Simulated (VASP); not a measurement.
# TiSe (P6_3/mmc) in VASP: relaxation of cell and atoms with LDA

Aim: the relaxation of cell and atoms of TiSe with LDA.

Program: VASP 6.6.1. These are calculated values, not measurements. Logs are shortened: lines on timing, memory, paths and dates and some standing lists are left out, and cuts for length are marked.

### Step 1. Starting point

The structure is hexagonal, space group P6_3/mmc (No. 194). The conventional cell has a = 3.559 Å, b = 3.559 Å, c = 6.220 Å, α = 90.00°, β = 90.00°, γ = 120.00°. Se (site symmetry -6m2) is surrounded by 6 Ti at 2.58 Å. Ti (site symmetry -3m) has 6 Se at 2.58 Å as nearest neighbours.

### Step 2. Relaxation of cell and atoms, LDA

Input file INCAR:

```
SYSTEM = TiSe
ALGO     = Normal         ! electronic algorithm
EDIFF    = 1E-6           ! SCF threshold, eV
EDIFFG   = -0.01          ! ionic threshold
ENCUT    = 600            ! plane-wave cutoff, eV
GGA      = CA             ! functional
IBRION   = 2              ! ionic algorithm
ISIF     = 3              ! what is computed and relaxed
ISMEAR   = -1             ! smearing method
KPAR     = 2            
LASPH    = .TRUE.         ! aspherical terms in the spheres
LCHARG   = .FALSE.        ! write CHGCAR
LREAL    = .FALSE.        ! projectors in reciprocal space
LWAVE    = .FALSE.        ! write WAVECAR
NELM     = 100            ! most SCF steps
NSW      = 40             ! ionic steps
PREC     = Accurate       ! precision mode
SIGMA    = 0.05           ! smearing width, eV
```

Input file KPOINTS:

```
k-points
0
G
  8 8 4
  0 0 0
```

Input file POSCAR:

```
TiSe
1.0
    3.5590000000      0.0000000000      0.0000000000
   -1.7795000000      3.0821844121      0.0000000000
    0.0000000000      0.0000000000      6.2200000000
Se Ti
2 2
Direct
    0.6666666667      0.3333333333      0.7500000000
    0.3333333333      0.6666666667      0.2500000000
    0.0000000000      0.0000000000      0.5000000000
    0.0000000000      0.0000000000      0.0000000000
```

Potentials or basis: VASP PAW LDA potentials, release 64 (Se, Ti_sv).

The run is started by

```bash
> cat potpaw_LDA.64/Se/POTCAR potpaw_LDA.64/Ti_sv/POTCAR > POTCAR
> mpirun -np 2 vasp_std > vasp.out
```

OUTCAR:

```text
SYSTEM = TiSe
   EDIFF = 1E-6
   EDIFFG = -0.01
   ENCUT = 600
   GGA = CA
   IBRION = 2
   ISIF = 3
   ISMEAR = -1
   LASPH = .TRUE.
   LREAL = .FALSE.
   NELM = 100
   NSW = 40
   PREC = Accurate

 ion  position               nearest neighbor table
   1  0.667  0.333  0.750-   3 2.58   4 2.58   3 2.58   4 2.58   3 2.58   4 2.58
   2  0.333  0.667  0.250-   3 2.58   4 2.58   3 2.58   4 2.58   3 2.58   4 2.58
   3  0.000  0.000  0.500-   1 2.58   2 2.58   1 2.58   2 2.58   1 2.58   2 2.58
   4  0.000  0.000  0.000-   1 2.58   2 2.58   1 2.58   2 2.58   1 2.58   2 2.58

  LATTYP: Found a hexagonal cell.
 ALAT       =     3.5590000000
 C/A-ratio  =     1.7476819331

  Lattice vectors:

 A1 = (   3.5590000000,   0.0000000000,   0.0000000000)
 A2 = (  -1.7795000000,   3.0821844121,   0.0000000000)
 A3 = (   0.0000000000,   0.0000000000,   6.2200000000)

Analysis of symmetry for initial positions (statically):
=====================================================================
 Subroutine PRICEL returns:
 Original cell was already a primitive cell.

 Routine SETGRP: Setting up the symmetry group for a
 hexagonal supercell.

 Subroutine GETGRP returns: Found 24 space group operations
 (whereof 12 operations were pure point group operations)
 out of a pool of 24 trial point group operations.

The static configuration has the point symmetry D_3d.
 The point group associated with its full space group is D_6h.

Analysis of symmetry for dynamics (positions and initial velocities):
=====================================================================
 Subroutine PRICEL returns:
 Original cell was already a primitive cell.

 Routine SETGRP: Setting up the symmetry group for a
 hexagonal supercell.

 Subroutine GETGRP returns: Found 24 space group operations
 (whereof 12 operations were pure point group operations)
 out of a pool of 24 trial point group operations.

The dynamic configuration has the point symmetry D_3d.
 The point group associated with its full space group is D_6h.

 Subroutine INISYM returns: Found 24 space group operations
 (whereof 12 operations are pure point group operations),
 and found     1 'primitive' translations

----------------------------------------------------------------------------------------

                                     Primitive cell

  volume of cell :      68.2303

[... 113 lines left out ...]
  volume/ion in A,a.u.               =      17.06       115.11
  Fermi-wavevector in a.u.,A,eV,Ry     =   1.322868  2.499859 23.809937  1.749981
  Thomas-Fermi vector in A             =   2.452518
   LORBIT       =      0    0 simple, 1 ext, 2 COOP (PROOUT), +10 PAW based schemes
   GGA     = CA    functional components
   LHFCALC =     F    Hartree Fock is set to
   AEXX    =    0.0000 exact exchange contribution
   IVDW    =     0    specifies the selected vdW correction
   LEPSILON=     F    determine dielectric tensor
   LRPA    =     F    only Hartree local field effects (RPA)
 conjugate gradient relaxation of ions
 non-spin polarized calculation
  energy-cutoff  :      600.00
  volume of cell :       68.23
 maximum number of plane-waves:      2295
   NGX = 15   NGY = 15   NGZ = 25

--------------------------------------- Ionic step        1  -------------------------------------------

 number of electron      35.9999992 magnetization

 Free energy of the ion-electron system (eV)
  ---------------------------------------------------
  ext. energy  EPLUGINS =         0.00000000
  ---------------------------------------------------
  free energy    TOTEN  =       -30.17405236 eV

  energy without entropy =      -30.14689637  energy(sigma->0) =      -30.16047436

------------------------ aborting loop because EDIFF is reached ----------------------------------------

  FORCE on cell =-STRESS in cart. coord.  units (eV):
  Direction    XX          YY          ZZ          XY          YZ          ZX
  --------------------------------------------------------------------------------------
  -------------------------------------------------------------------------------------
  Total       -2.7986719     -2.7986719      0.9402563      0.0000000     -0.0000000      0.0000000
  in kB      -65.7181884    -65.7181884     22.0790236      0.0000000     -0.0000000      0.0000000
  external PRESSURE =     -36.4524511 kB  Pullay stress =       0.0000000 kB
[... 95 lines left out ...]
  FREE ENERGIE OF THE ION-ELECTRON SYSTEM (eV)
  ---------------------------------------------------
  free  energy   TOTEN  =       -30.3139961735 eV

  energy  without entropy=      -30.2890174232  energy(sigma->0) =      -30.30150680

[... ionic steps 4 to 7 ...]

--------------------------------------- Ionic step        8  -------------------------------------------

 number of electron      36.0000001 magnetization

------------------------ aborting loop because EDIFF is reached ----------------------------------------
[... 71 lines left out ...]
--------------------------------------- Ionic step       10  -------------------------------------------

 number of electron      36.0000001 magnetization

 Free energy of the ion-electron system (eV)
  ---------------------------------------------------
  ext. energy  EPLUGINS =         0.00000000
  ---------------------------------------------------
  free energy    TOTEN  =       -30.43787904 eV

  energy without entropy =      -30.41625033  energy(sigma->0) =      -30.42706469

 E-fermi :   9.2416     XC(G=0): -11.8719

 val. band max:        9.2414102546   @ k =   0.1250  -0.0000   0.0000
 cond. band min:       9.2585126867   @ k =   0.1250   0.1250   0.5000
 fundamental gap:      0.0171024322
 Fermi energy:         9.2416201536

 k-point     1 :       0.0000    0.0000    0.0000
  band No.  band energies     occupation
      1     -47.2972      2.00000
      2     -47.2871      2.00000
      3     -24.1412      2.00000
      4     -23.9925      2.00000
      5     -23.8991      2.00000
      6     -23.8991      2.00000
[... 589 lines left out ...]
     21      10.6146      0.00000
     22      10.6146      0.00000

 [... further k-points ...]

------------------------ aborting loop because EDIFF is reached ----------------------------------------

  FORCE on cell =-STRESS in cart. coord.  units (eV):
  Direction    XX          YY          ZZ          XY          YZ          ZX
  --------------------------------------------------------------------------------------
  -------------------------------------------------------------------------------------
  Total       -0.0355393     -0.0355393      0.0232262      0.0000000     -0.0000000      0.0000000
  in kB       -0.8822597     -0.8822597      0.5765873      0.0000000     -0.0000000      0.0000000
  external PRESSURE =      -0.3959773 kB  Pullay stress =       0.0000000 kB
[... 19 lines left out ...]
  FREE ENERGIE OF THE ION-ELECTRON SYSTEM (eV)
  ---------------------------------------------------
  free  energy   TOTEN  =       -30.4378790442 eV

  energy  without entropy=      -30.4162503261  energy(sigma->0) =      -30.42706469

 reached required accuracy - stopping structural energy minimisation
```

CONTCAR:

```text
TiSe
   1.00000000000000
     3.3396296485744354   -0.0000000000000000    0.0000000000000000
    -1.6698148242872177    2.8922041149224795   -0.0000000000000000
    -0.0000000000000000   -0.0000000000000000    6.6818387593215673
  Se              Ti
     2     2
Direct
     0.6666666667000030    0.3333333332999970    0.7500000000000000
     0.3333333332999970    0.6666666667000030    0.2500000000000000
     0.0000000000000000    0.0000000000000000    0.5000000000000000
     0.0000000000000000    0.0000000000000000    0.0000000000000000

  0.00000000E+00  0.00000000E+00  0.00000000E+00
  0.00000000E+00  0.00000000E+00  0.00000000E+00
  0.00000000E+00  0.00000000E+00  0.00000000E+00
  0.00000000E+00  0.00000000E+00  0.00000000E+00
```

Wall time 2.5 min (2 MPI ranks of Intel Xeon Platinum 8259CL at 2.50GHz (Skylake/Cascade Lake), shared host); peak memory 0.19 GiB.

What came out:

```
Free energy                            : -30.4379 eV
Relaxed volume                         : 16.13 Å³/atom
Relaxed cell                           : a = 3.340 Å, b = 3.340 Å, c = 6.682 Å, α = 90.00°, β = 90.00°, γ = 120.00°
Space group after relaxing (to 0.05 Å) : P6_3/mmc (No. 194)
Energy gained by relaxing              : 66.0 meV/atom
Ionic steps                            : 10
Pressure after relaxing                : 0.0 GPa
Band gap on the k mesh                 : none (metal or under the smearing width)
```

The path:
```csv
step,energy change (eV),largest force (eV/Å),pressure (GPa),volume (Å³)
1,0.0000,0.0000,-3.65,68.23
2,-0.1306,0.0000,2.52,64.42
3,-0.1399,0.0000,5.42,63.01
4,-0.2103,0.0000,4.64,62.91
5,-0.2385,0.0000,3.79,62.65
6,-0.2429,0.0000,3.99,62.72
7,-0.2631,0.0000,0.68,64.16
8,-0.2638,0.0000,0.08,64.47
9,-0.2638,0.0000,0.03,64.50
10,-0.2638,0.0000,-0.04,64.54
```

Final structure:
```
Se Ti
1.0
     3.33963    0.00000    0.00000
    -1.66981    2.89220    0.00000
     0.00000    0.00000    6.68184
Se Ti
2 2
Direct
  0.66667 0.33333 0.75000
  0.33333 0.66667 0.25000
  0.00000 0.00000 0.50000
  0.00000 0.00000 0.00000
```

LDA usually gives volumes a few per cent too small. Zero-point motion and thermal expansion aren't in these numbers.

### Step 3. For comparison

An earlier run on the cell as given: functional PBEsol; potentials or basis VASP PAW PBE potentials, release 64 (Se, Ti_sv); cutoff 520 eV; k mesh 9 × 9 × 5; occupations fermi-dirac, width 0.05 eV; no spin polarisation.

- Pressure: -0.4 GPa
- Band gap on the k mesh: none (metal or under the smearing width)
